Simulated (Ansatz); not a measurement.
Write a Python script for Ansatz's Python interface that makes a point defect in a supercell of ZrN, space group Fm-3m. Use (first run): PBEsol, PAW, the default cutoff (420 eV here), 2×2×2 k-points, Fermi-Dirac smearing of 0.15 eV.

`zrn.extxyz`
```text
2
Lattice="0.0 2.3 2.3 2.3 0.0 2.3 2.3 2.3 0.0" Properties=species:S:1:pos:R:3 pbc="T T T"
Zr    2.30000000    2.30000000    2.30000000
N     0.00000000    0.00000000    0.00000000
```

The script, `defect_zrn.py`:
```python
import ansatz as az
import numpy as np

crystal = az.Crystal.from_extxyz("zrn.extxyz")
host = crystal.supercell(2, 2, 2)
defective = host.vacancy("Zr", at=(0.5, 0.5, 0.5))

def prepare(structure):
    return (
        structure.calculation()
        .functional("pbesol")
        .pseudopotentials("paw")
        .kpoints(2)
        .occupations("fermi_dirac", width=150 * az.meV)
        .band_table()
    )


perfect = prepare(host).run(threads=1).report
calculation = prepare(defective).forces()
res = calculation.run(threads=1)
r = res.report

n_host, n_defect = len(perfect["lattice"]["sites"]), len(r["lattice"]["sites"])
print(f"perfect cell: {n_host} atoms, F = {perfect['free_energy_ev']:.4f} eV")
print(f"defect cell:  {n_defect} atoms, F = {r['free_energy_ev']:.4f} eV")
print(f"difference {r['free_energy_ev'] - perfect['free_energy_ev']:.4f} eV (no chemical potentials)")

pull = np.linalg.norm(r["forces_ev_ang"], axis=1)
for atom in np.argsort(-pull)[:5]:
    print(f"force on {res.lattice.sites[atom].symbol}{atom}: {pull[atom]:.3f} eV/A")

for site in res.lattice.sites:
    print(f"{site.symbol:2s}", " ".join(f"{v:8.4f}" for v in site.position_ang))
```

```console
$ python defect_zrn.py
DeckWarning: basis.ecutwfc = 420 eV, auto-derived from the records' recommended cutoffs: set by Zr (normal level)
DeckWarning: basis.ecutwfc = 420 eV, auto-derived from the records' recommended cutoffs: set by N (normal level)
perfect cell: 16 atoms, F = -36087.8186 eV
defect cell:  15 atoms, F = -31954.3234 eV
difference 4133.4952 eV (no chemical potentials)
force on N2: 1.088 eV/A
force on N4: 1.088 eV/A
force on N6: 1.088 eV/A
force on N8: 1.088 eV/A
force on N10: 1.088 eV/A
N    0.0000   0.0000   0.0000
Zr   4.6000   4.6000   2.3000
N    2.3000   2.3000   0.0000
Zr   4.6000   2.3000   4.6000
N    2.3000   0.0000   2.3000
Zr   6.9000   4.6000   4.6000
N    4.6000   2.3000   2.3000
Zr   2.3000   4.6000   4.6000
N    0.0000   2.3000   2.3000
Zr   4.6000   6.9000   4.6000
N    2.3000   4.6000   2.3000
Zr   4.6000   4.6000   6.9000
N    2.3000   2.3000   4.6000
Zr   6.9000   6.9000   6.9000
N    4.6000   4.6000   4.6000
```
(Warnings from the package without file and line.)

Caveats:
- Total energies depend on the potentials; only differences at equal settings carry meaning. A total without «per atom» is that of the whole cell that was run.
- No spin polarisation was allowed.
- For a metal this mesh is far too coarse, so the numbers only illustrate the procedure.
- The smearing is wide enough that free energy and stress hold a thermal part of the electrons.
- Of the deposited cell: the entry's cell lengths or inner coordinates differ somewhat from later room-temperature determinations.
- The atoms stand at ideal sites; relaxing them can change energy and levels by an eV or more.
- The difference holds no chemical potentials.
- Errors of mesh and smearing per atom add up over the supercell, so the energy can be off by tenths of an eV.
- The structure is a deposited one; some such entries were measured under pressure or heat, so a shift against it needn't be the functional's error alone.
- The supercell is small, so the defect meets its images and the energies aren't those of an isolated defect; a partly filled defect level may also lower its energy by spin or distortion. For a charged cell the difference holds no correction, alignment or term for the electrons' reservoir.
- Run time: 6.1 s on 1 thread of Arm Neoverse V1, with other jobs on the host, peak memory 0.52 GiB.
